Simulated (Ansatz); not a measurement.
Crystal: Tc.

```
Tc
1.0
     2.74000    0.00000    0.00000
    -1.37000    2.37291    0.00000
     0.00000    0.00000    4.39800
Tc
2
Direct
  0.66667 0.33333 0.75000
  0.33333 0.66667 0.25000
```

```yaml
Program: Ansatz 0.2.0
Task: relaxation of cell and atoms
Functional: PBEsol
Dispersion: D3(BJ)
Potentials_or_basis: Ansatz PAW earlier set
Cutoff: "500 eV (not typed: the program's choice for these potentials)"
k_mesh: 11 × 11 × 6
Occupations: fermi-dirac, width 0.05 eV
Spin: no spin polarisation
```

At the start: volume 14.30 Å³/atom.

Question: How do energy, volume and symmetry change on relaxing?

Answer: It ends after 6 steps and the volume is 13.69 Å³/atom (-4.2 %); space group P6_3/mmc (No. 194, to 0.05 Å).

Step by step:
| step | energy change (eV) | largest force (eV/Å) | volume (Å³) |
| --- | --- | --- | --- |
| 1 | 0.0000 | 0.0000 | 28.59 |
| 2 | -0.0524 | 0.0000 | 27.52 |
| 3 | -0.0531 | 0.0000 | 27.39 |
| 4 | -0.0530 | 0.0000 | 27.39 |
| 5 | -0.0530 | 0.0000 | 27.39 |
| 6 | -0.0530 | 0.0000 | 27.39 |

Final structure:
```cif
data_structure
_symmetry_space_group_name_H-M 'P 1'
_symmetry_Int_Tables_number 1
_cell_length_a 2.7011
_cell_length_b 2.7011
_cell_length_c 4.3345
_cell_angle_alpha 90.000
_cell_angle_beta 90.000
_cell_angle_gamma 120.000
_cell_volume 27.39
loop_
_atom_site_label
_atom_site_type_symbol
_atom_site_fract_x
_atom_site_fract_y
_atom_site_fract_z
_atom_site_occupancy
Tc1 Tc 0.66667 0.33333 0.75000 1
Tc2 Tc 0.33333 0.66667 0.25000 1
```

Caveat: the plane-wave basis is chosen anew once the cell has moved, so the energies of steps on either side of that aren't comparable; pairwise dispersion overbinds metals, which lowers pressure and volume; the PAW data sets come from PBE, with cores solved anew for the run's functional, which leaves a small shift of forces and pressure.
